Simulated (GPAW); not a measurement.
# Pd (Im-3m) in GPAW: single point with PBE

Aim: the single point of Pd with PBE.

Program: GPAW 26.7.0. These are calculated values, not measurements. Logs are shortened: lines on timing, memory, paths and dates and some standing lists are left out, and cuts for length are marked. The log counts tension as positive stress, the text compression.

### 1 Starting point

The structure is cubic, space group Im-3m (No. 229). The conventional cell has a = 3.145 Å, b = 3.145 Å, c = 3.145 Å, α = 90.00°, β = 90.00°, γ = 90.00°. Pd (site symmetry m-3m) is surrounded by 8 Pd at 2.72 Å.

This isn't the form of Pd at room conditions, which is fcc.

### 2 Single point, PBE

Input file run.py:

```python
from ase.dft.bandgap import bandgap
from ase.io import read, write
from ase.units import GPa
from gpaw import GPAW, PW

atoms = read('POSCAR')

calc = GPAW(mode=PW(450),
            xc='PBE',
            kpts={'size': (10, 10, 10), 'gamma': True},
            occupations={'name': 'fermi-dirac', 'width': 0.05},
            nbands=17,
            maxiter=120,
            txt='gpaw.txt')
atoms.calc = calc
energy = atoms.get_potential_energy()
forces = atoms.get_forces()
stress = atoms.get_stress()
calc.write('gs.gpw')
write('result.traj', atoms)
print(f'Energy: {energy:.6f} eV')
print('Forces (eV/A):')
print(forces.round(4))
print('Stress (GPa):', (stress / GPa).round(3))
print('Fermi level:', round(calc.get_fermi_level(), 4), 'eV')
print(f'Gap: {bandgap(calc)[0]:.4f} eV, direct: {bandgap(calc, direct=True)[0]:.4f} eV')
```

Input file POSCAR:

```
Pd
1.0
   -1.5722810000      1.5722810000      1.5722810000
    1.5722810000     -1.5722810000      1.5722810000
    1.5722810000      1.5722810000     -1.5722810000
Pd
1
Direct
    0.0000000000      0.0000000000      0.0000000000
```

Potentials or basis: GPAW PAW data sets (gpaw-data 1.2.1), pw.

The run is started by

```console
$ OMP_NUM_THREADS=1 python run.py
```

gpaw.txt:

```text
__  _  _
 | _ |_)|_||  |
 |__||  | ||/\| - 26.7.0

Input parameters:
  mode=PW(ecut=450.00000000000006),
  kpts=MonkhorstPack(size=(10, 10, 10), gamma=True),
  maxiter=120,
  nbands=17,
  occupations=Occupations(name='fermi-dirac', width=0.05),
  xc=XC(name='PBE')

Diagonalizing LCAO Hamiltonian
Converting LCAO to pw mode

       Pd

Atoms  # Å, Bohr magnetons
|   | symbol |        x |        y |        z |    initial magnetic moments |
|---|--------|----------|----------|----------|-----------------------------|
| 0 |     Pd | 0.000000 | 0.000000 | 0.000000 | ( 0.0000,  0.0000,  0.0000) |

Unit cell  # Å
| periodic |         x |         y |         z |  lengths |     angles |
|----------|-----------|-----------|-----------|----------|------------|
|      yes | -1.572281 |  1.572281 |  1.572281 | 2.723271 | 109.471221 |
|      yes |  1.572281 | -1.572281 |  1.572281 | 2.723271 | 109.471221 |
|      yes |  1.572281 |  1.572281 | -1.572281 | 2.723271 | 109.471221 |

Number of symmetries: 48
Symmetry operations  # r_c * U_cc + t_c -> r_c
|    | kind |            matrix            |
|----|------|------------------------------|
|  0 |  σ   |  1, 1, 1,  0, 0,-1,  0,-1, 0 |
|  1 |  C4  |  1, 1, 1,  0, 0,-1, -1, 0, 0 |
|  2 |  C2  |  1, 1, 1,  0,-1, 0,  0, 0,-1 |
|  3 |  S6  |  1, 1, 1,  0,-1, 0, -1, 0, 0 |
|  4 |  S6  |  1, 1, 1, -1, 0, 0,  0, 0,-1 |
|  5 |  C4  |  1, 1, 1, -1, 0, 0,  0,-1, 0 |
|  6 |  E   |  1, 0, 0,  0, 1, 0,  0, 0, 1 |
|  7 |  σ   |  1, 0, 0,  0, 1, 0, -1,-1,-1 |
|  8 |  σ   |  1, 0, 0,  0, 0, 1,  0, 1, 0 |
|  9 |  C3  |  1, 0, 0,  0, 0, 1, -1,-1,-1 |
| 10 |  C3  |  1, 0, 0, -1,-1,-1,  0, 1, 0 |
| 11 |  σ   |  1, 0, 0, -1,-1,-1,  0, 0, 1 |
| 12 |  σ   |  0, 1, 0,  1, 0, 0,  0, 0, 1 |
| 13 |  C2  |  0, 1, 0,  1, 0, 0, -1,-1,-1 |
| 14 |  C3  |  0, 1, 0,  0, 0, 1,  1, 0, 0 |
| 15 |  S4  |  0, 1, 0,  0, 0, 1, -1,-1,-1 |
| 16 |  S4  |  0, 1, 0, -1,-1,-1,  1, 0, 0 |
| 17 |  C3  |  0, 1, 0, -1,-1,-1,  0, 0, 1 |
| 18 |  C3  |  0, 0, 1,  1, 0, 0,  0, 1, 0 |
| 19 |  S4  |  0, 0, 1,  1, 0, 0, -1,-1,-1 |
| 20 |  σ   |  0, 0, 1,  0, 1, 0,  1, 0, 0 |
| 21 |  C3  |  0, 0, 1,  0, 1, 0, -1,-1,-1 |
| 22 |  C2  |  0, 0, 1, -1,-1,-1,  1, 0, 0 |
| 23 |  S4  |  0, 0, 1, -1,-1,-1,  0, 1, 0 |
| 24 |  C4  |  0, 0,-1,  1, 1, 1,  0,-1, 0 |
| 25 |  σ   |  0, 0,-1,  1, 1, 1, -1, 0, 0 |
| 26 |  S6  |  0, 0,-1,  0,-1, 0,  1, 1, 1 |
| 27 |  C2  |  0, 0,-1,  0,-1, 0, -1, 0, 0 |
| 28 |  C4  |  0, 0,-1, -1, 0, 0,  1, 1, 1 |
| 29 |  S6  |  0, 0,-1, -1, 0, 0,  0,-1, 0 |
| 30 |  S6  |  0,-1, 0,  1, 1, 1,  0, 0,-1 |
| 31 |  C4  |  0,-1, 0,  1, 1, 1, -1, 0, 0 |
| 32 |  C4  |  0,-1, 0,  0, 0,-1,  1, 1, 1 |
| 33 |  S6  |  0,-1, 0,  0, 0,-1, -1, 0, 0 |
| 34 |  σ   |  0,-1, 0, -1, 0, 0,  1, 1, 1 |
| 35 |  C2  |  0,-1, 0, -1, 0, 0,  0, 0,-1 |
| 36 |  C2  | -1, 0, 0,  1, 1, 1,  0, 0,-1 |
| 37 |  S6  | -1, 0, 0,  1, 1, 1,  0,-1, 0 |
| 38 |  S6  | -1, 0, 0,  0, 0,-1,  1, 1, 1 |
| 39 |  C2  | -1, 0, 0,  0, 0,-1,  0,-1, 0 |
| 40 |  C2  | -1, 0, 0,  0,-1, 0,  1, 1, 1 |
| 41 |  i   | -1, 0, 0,  0,-1, 0,  0, 0,-1 |
| 42 |  S4  | -1,-1,-1,  1, 0, 0,  0, 1, 0 |
| 43 |  C3  | -1,-1,-1,  1, 0, 0,  0, 0, 1 |
| 44 |  C3  | -1,-1,-1,  0, 1, 0,  1, 0, 0 |
| 45 |  σ   | -1,-1,-1,  0, 1, 0,  0, 0, 1 |
| 46 |  S4  | -1,-1,-1,  0, 0, 1,  1, 0, 0 |
| 47 |  C2  | -1,-1,-1,  0, 0, 1,  0, 1, 0 |

BZ-sampling:
  Number of BZ points: 1000
  Number of IBZ points: 47

  Monkhorst-Pack size: [10, 10, 10]
  Monkhorst-Pack shift: [0.05, 0.05, 0.05]

K-points  # in reciprocal-cell coordinates
|     |                                coordinates |     weight |
|-----|--------------------------------------------|------------|
|   0 | (  0.00000000,   0.00000000,   0.00000000) | 0.00100000 |
|   1 | (  0.10000000,   0.00000000,   0.00000000) | 0.01200000 |
|   2 | (  0.10000000,   0.10000000,  -0.10000000) | 0.00600000 |
|   3 | (  0.20000000,   0.00000000,  -0.10000000) | 0.02400000 |
|   4 | (  0.20000000,   0.00000000,   0.00000000) | 0.01200000 |
|   5 | (  0.20000000,   0.10000000,  -0.10000000) | 0.02400000 |
|   6 | (  0.20000000,   0.20000000,  -0.20000000) | 0.00600000 |
|   7 | (  0.30000000,  -0.10000000,  -0.10000000) | 0.00800000 |
|   8 | (  0.30000000,   0.00000000,  -0.10000000) | 0.04800000 |
|   9 | (  0.30000000,   0.00000000,   0.00000000) | 0.01200000 |
| ... |                                            |            |
|  46 | (  0.50000000,   0.50000000,   0.50000000) | 0.00100000 |

Plane wave coefficients: 370
Cutoff: 450.00000000000006 eV

Spin-components: 1 (collinear spins)
Bands:           17
Projectors:      6
Spin-degeneracy: 2
Datatype:        complex128

Parallelization:
  kpt:    1
  domain: 1
  band:   1

Density:
  Valence electrons: 16.0
  Components: 1
  Grid points: [14 14 14]
  Charge: 0.0  # |e|

Potential:
  Grid points: [14 14 14]

species:
  Pd:
    name:    Palladium
    Z:       46.0
    valence: 16
    core:    30
    charge:  0.0  # [|e|]
    compensation charges:
      type: gauss
      rc: 0.38  # [Å]
      lmax: 2
    cutoffs:
      filter: 2.38  # [Å]
      core: 2.28  # [Å]
    projectors
    | kind |    occ | energy [eV] | rcut [Å] |
    |------|--------|-------------|----------|
    |   5s |  0.000 |      -3.315 |    1.228 |
    |   4p |  6.000 |     -51.209 |    1.360 |
    |   5p |  0.000 |      -0.314 |    1.360 |
    |   4d | 10.000 |      -4.047 |    1.228 |
    |    s |        |      23.896 |    1.228 |
    |    d |        |      23.165 |    1.228 |

    Using partial waves for Pd as LCAO basis

Reference energy: -137227.490718  # eV

eigensolver:
  PPCG
  Converge bands: occupied
  niter=2

density mixing:
  MSR1-Mixer
  Pratt-step length: 0.05
  Maximum mixing coefficient: 0.75
  Old densities: 10
  SVD Regularization: 0.005
  Good broyden scale: 1.0
  Trust region scale: 1.0
  Backstep threshold: 4.0
  History deletion threshold: 6.0
  Fourier metric: weight=20.0, sigma=0.015

occupation numbers:
  Fermi-Dirac:
    width: 0.0500  # eV

poisson solver:
  ecut: 3600.0000000000005  # eV

xc functional:
  name: PBE with 2 nearest neighbor stencil

convergence criteria:
- Maximum [total energy] change in last 3 cyles: 0.0005 eV / valence electron
- Maximum integral of absolute [dens]ity change: 0.0001 electrons / valence electron
- Maximum integral of absolute [eigenst]ate change: 4e-08 eV^2 / valence electron
maximum number of iterations: 120

SCF iterations
|iter     | |      energy | eigst |  dens |
|---------|-|-------------|-------|-------|
|iter:   1| |   -4.801080 | -0.36 |       |
|iter:   2| |   -4.557618 | -2.64 | -0.98 |
|iter:   3| |   -3.838416 | -1.49 | -1.04 |
|iter:   4| |   -3.829362 | -3.49 | -1.93 |
|iter:   5| |   -3.826379 | -3.75 | -2.18 |
|iter:   6| |   -3.826378c| -6.29 | -3.46 |
|iter:   7| |   -3.826380c| -6.85 | -4.13c|
|iter:   8| |   -3.826380c| -7.55c| -4.83c|

Converged in 8 steps
Energy contributions relative to reference atoms: (reference = -137227.490718)

Energy contributions:
  Kinetic:          -3.759205
  Coulomb:          -1.007292
  Zero:             -0.152858
  External:          0.000000
  Xc:                1.098844
  Entropy:          -0.011735
  Spinorbit:         0.000000
  ----------------------------
  Free energy:      -3.832247
  Extrapolated:     -3.826380

dipole moment: (-4.654201, -4.654201, -4.654201)  # |e|*Ang

Fermi level: 8.666
Eigenvalues  # (at kpt = [0.000, 0.000, 0.000])
| band index |      eig [eV] | occ [0-2] |
|------------|---------------|-----------|
|          0 |       -40.852 |     2.000 |
|          1 |       -40.852 |     2.000 |
|          2 |       -40.852 |     2.000 |
|          3 |         1.918 |     2.000 |
|          4 |         5.928 |     2.000 |
|          5 |         5.928 |     2.000 |
[... 9 lines left out ...]
|         15 |        39.763 |     0.000 |
|         16 |        39.763 |     0.000 |

No gap
No difference between direct/indirect transitions

Forces  # eV/Ang
|        x |        y |        z |
|----------|----------|----------|
| -0.00000 | -0.00000 | -0.00000 |  # Pd   0

Stress tensor  # eV/Ang^3
|        x |         y |         z |
|----------|-----------|-----------|
| 0.011838 |  0.000000 |  0.000000 |
| 0.000000 |  0.011838 | -0.000000 |
| 0.000000 | -0.000000 |  0.011838 |

# Writing to gs.gpw (mode='')
```

It took 3.8 s on 1 thread of Intel Xeon 6975P-C (Granite Rapids), shared host; peak memory 0.13 GiB.

What came out:

| Property | Result |
| --- | --- |
| Free energy | -3.8322 eV |
| Pressure | -1.9 GPa |
| Band gap on the k mesh | none (metal or under the smearing width) |

Levels at points of the mesh, in eV from the Fermi level:
```tsv
k point	band 5	band 6	band 7	band 8	band 9	band 10	band 11	band 12
(0.00, 0.00, 0.00)	-2.74	-2.74	-2.74	-0.90	-0.90	19.52	19.52	19.52
(0.50, 0.50, 0.00)	-3.85	-0.97	-0.69	0.54	1.46	7.53	15.21	17.98
(0.50, 0.50, 0.50)	-4.84	0.19	0.19	0.19	9.14	9.14	9.14	16.93
```

Caveat: the cutoff is short for stress and forces, so pressures can be off by a GPa or more.
